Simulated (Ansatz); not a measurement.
# Al (Fm-3m) in Ansatz: further runs

The runs below take Al through single point, with PBE.

Everything below comes from runs of Ansatz 0.2.0. Logs are shortened: lines on timing, memory, paths and dates and some standing lists are left out, and cuts for length are marked.

### Step 1. Starting point

It takes space group Fm-3m (No. 225, cubic). The conventional cell has a = 4.050 Å, b = 4.050 Å, c = 4.050 Å, α = 90.00°, β = 90.00°, γ = 90.00°. Al (site symmetry m-3m) is surrounded by 12 Al at 2.86 Å.

### Step 2. Single point, PBE

input.yaml reads:

```yaml
crystal:
  lattice:
    - [0.0, 2.024805, 2.024805]
    - [2.024805, 0.0, 2.024805]
    - [2.024805, 2.024805, 0.0]
  atoms:
    - { symbol: Al, position: [0.0, 0.0, 0.0] }
kpoints:
  mp_grid: { grid: [11, 11, 11] }
scf:
  occupations: { method: gaussian, width: 0.018 }
hamiltonian:
  xc: pbe
  pseudopotentials: { kind: all_electron, lapw: { basis_error: 0.001 } }
output:
  forces: true
  stress: true
  eigenvalues: true
```

Potentials or basis: all-electron LAPW, scalar-relativistic.

Run with:

```
$ ansatz run input.yaml --threads 1 --pin off --max-ram 3072MiB --backend cpu --events-out ev --progress --plain --runs-dir out
```

The program printed:

```text
Warning: RAYON_NUM_THREADS=1 ignored (pool sized by the plan → 1); use --threads N
LAPW: plane waves up to 5.846 Å⁻¹, error target 1.0e-3 eV per atom; small_component_spin mean_spin; Al in spheres of 1.432 Å, 11 of its electrons in bands, Dirac shells [] (how accurate: hamiltonian.pseudopotentials.lapw.basis_error, Limitations)
Engine: ansatz 0.2.0, aarch64-unknown-linux-gnu
Pseudopotentials: kind: all_electron
Pseudopotential: Al, LAPW, valence charge 11, lapw/all_electron/scalar/gaussian/Al, Koelling and Harmon's equation, gaussian nucleus
Functional definition: PBE
  parameter kappa = 0.804
  parameter beta = 0.06672455060314922
  exchange = pbe_x(kappa = kappa, mu = beta*pi^2/3)
  correlation = pbe_c(beta = beta)
Crystal: 1 atoms, lattice volume = 16.603 Å³
Basis set: ecut = 130.19315883582428 eV, 59 PW (Γ), exchange–correlation at level 2
Bands: 10, of which v1, the nominal top of the filled ones, is band 6 counted from 1 (5 counted from 0)
Symmetry: 48 space group operations
Space group: Fm-3m (ITA 225), of the structure as read, at distance tolerance 2.6e-5 Å
k-points: 56 of 1331
Non-local potential: Al, projectors of the file, none
Initial density: superposition of atomic densities (chi_scale 0.1, normalization cell)
Initial wavefunctions: plane waves of lowest kinetic energy (no species holds an atomic orbital)
Functional: x = pbe(κ = 0.804, μ = 0.2195149727645171), c = pbe(β = 0.06672455060314922)
iter 1 solved again at ethr=9.63e-5 eV; its pass at ethr=1.00e-1 eV (dr2=1.06e-2 eV) is discarded
SCF iter   1: F=—  HF=-6607.554978 eV  |F-HF|=—  |Δ(HF+E_count)|=         —  Δρ=1.08e-2  dr2=1.07e-2  ethr=9.63e-5  ⟨swp⟩=3.2  Hψ=4297  notcnv=0
preconditioner: auto → none  [insulator: Δε(μ)=0.045 eV  Ē_g=13.200 eV  σ=0.018 eV  W_gap=0.84  n_scr=0 (ndim 8)  ℏωp=15.8 eV  f_vac=0.000  D(μ)=1.41/eV (n_scr^D=14)  ε∞_Penn≈2.4]
SCF iter   2: F=—  HF=-6607.534694 eV  |F-HF|=—  |Δ(HF+E_count)|=   2.03e-2  Δρ=5.15e-3  dr2=2.46e-3  ethr=9.63e-5  ⟨swp⟩=2.0  Hψ=1792  notcnv=0
iter 3 solved again at ethr=1.13e-7 eV; its pass at ethr=2.24e-5 eV (dr2=1.25e-5 eV) is discarded
SCF iter   3: F=—  HF=-6607.530177 eV  |F-HF|=—  |Δ(HF+E_count)|=   4.52e-3  Δρ=3.11e-4  dr2=1.25e-5  ethr=1.13e-7  ⟨swp⟩=2.0  Hψ=2816  notcnv=0
SCF iter   4: F=—  HF=-6607.530158 eV  |F-HF|=—  |Δ(HF+E_count)|=   1.87e-5  Δρ=8.19e-5  dr2=1.12e-6  ethr=1.13e-7  ⟨swp⟩=2.0  Hψ=1538  notcnv=0
SCF iter   5: F=-6607.530158 eV  HF=-6607.530158 eV  |F-HF|=1.36e-9  |Δ(HF+E_count)|=   2.49e-8  Δρ=2.05e-6  dr2=3.01e-10  ethr=1.02e-8  ⟨swp⟩=2.0  Hψ=1538  notcnv=0
SCF 1 converged in 5 iterations: F = -6607.530158 eV  dr2 = 3.01e-10
SCF converged after 5 iterations
Free energy (F): -6607.530158 eV
Harris-Foulkes:  -6607.530158 eV  (|F-HF|=1.36e-9)
Internal energy: -6607.529819 eV  (E = F + TS)
E sigma→0 (E₀):  -6607.529988 eV
Entropy (-TS):   -0.000339 eV (-0.339 meV/atom)
Fermi energy:    9.765968 eV
--- Per-component energies (eV) ---
  E_band       = -502.395610
  E_kinetic    = 6620.887514
  E_xc         = -507.136782
  E_electrostatic = -12721.280550  (all electrons and nuclei)
  E_smearing   = -0.000339  (= −TS)
  E_closure    = 0.000000  (closes the sum)
  E_atoms      = -6603.782923  (free atoms, spherical and without spin; not in F)
  Σ components = -6607.530158   (vs F -6607.530158, Δ=0.00e0)
  Basis errors (estimates in eV, not in F): energy 2.9e-4 per atom: plane waves 2.7e-4 (1.4e-4 summed), levels above the bands 0.0e0, relativity 1.0e-8, radial functions 2.8e-5, core shells 1.6e-16; eigenvalues (radial functions only) 5.7e-5; not estimated: angular momenta, meshes, grids; target (lapw.basis_error) 1.0e-3; muffin-tin radii Al 1.432 Å
--- Forces (eV/Å), atoms counted from 1 ---
  atom   1  Al    -0.00000000     0.00000000    -0.00000000
  max |Σ_I F_I| component: 6.98e-32 eV/Å
--- Stress (GPa, compression-positive) ---
       -0.502351       0.000000      -0.000000
        0.000000      -0.502351      -0.000000
       -0.000000      -0.000000      -0.502351
  P = ⅓ Tr σ = -0.5024 GPa (-5.024 kbar)
--- Band table (eV; the first three rows and the last of 56) ---
  k-point 0: bands = ["-93.7041", "-55.1568", "-55.1568", "-55.1568", "-1.3474", "22.3181", "22.3181", "22.3181", "23.7744", "23.7744"]
  k-point 1: bands = ["-93.7039", "-55.1586", "-55.1571", "-55.1571", "-1.1236", "19.4046", "21.6743", "21.6743", "24.4477", "24.7549"]
  k-point 2: bands = ["-93.7033", "-55.1632", "-55.1578", "-55.1578", "-0.4543", "15.7641", "20.9431", "20.9431", "24.2159", "25.5719"]
  k-point 55: bands = ["-93.7006", "-55.1721", "-55.1710", "-55.1649", "8.3590", "8.6138", "10.0167", "11.8937", "23.6135", "26.4456"]
```

It took 1.4 s on 1 thread of Arm Neoverse V1, shared host; peak memory 0.19 GiB.

What came out:

```
Free energy            : -6607.5302 eV
Pressure               : -0.5 GPa
Band gap on the k mesh : none (metal or under the smearing width)
```

### Step 3. Single point, PBE

input.yaml, as its differences from that of step 2:

```diff
@@ -10,3 +10,3 @@
 scf:
-  occupations: { method: gaussian, width: 0.018 }
+  occupations: { method: gaussian, width: 0.02 }
 hamiltonian:
```

Potentials or basis: all-electron LAPW, scalar-relativistic.

Run with:

```
$ ansatz run input.yaml --threads 1 --pin off --max-ram 3072MiB --backend cpu --events-out ev --progress --plain --runs-dir out
```

Run time: 1.5 s. Hardware: 1 thread of Arm Neoverse V1, shared host; peak memory 0.19 GiB.

Results (log left out):

- Free energy: -6607.5302 eV
- Pressure: -0.5 GPa
- Band gap on the k mesh: none (metal or under the smearing width)

Levels at points of the mesh, in eV from the Fermi level:
```
           k point  band 5  band 6  band 7  band 8
(0.00, 0.00, 0.00)  -11.11   12.55   12.55   12.55
```
